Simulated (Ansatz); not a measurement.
The system is Gd.

```
CELL_PARAMETERS angstrom
3.63600 0.00000 0.00000
-1.81800 3.14887 0.00000
0.00000 0.00000 5.78260
ATOMIC_POSITIONS crystal
Gd 0.66667 0.33333 0.75000
Gd 0.33333 0.66667 0.25000
```

Program: Ansatz 0.2.0. Alike in all runs: task single point; level PBE; potentials or basis Ansatz PAW; spin collinear, ferromagnetic start; cell as given; k mesh 7 × 7 × 4; cutoff (eV) 420; smearing fermi-dirac 0.05 eV.

Task: Order these runs on this cell by their pressure, lowest first.
A. fixed moment (μB) 7.0
B. fixed moment (μB) 3.5
C. fixed moment (μB) 14.0
D. fixed moment (μB) 28.0

Result: C (0.2 GPa), B (4.0 GPa), A (5.7 GPa), D (10.1 GPa).

Caveats: the total moment is fixed, so each spin has its own Fermi level; the thresholds are loose for stress.
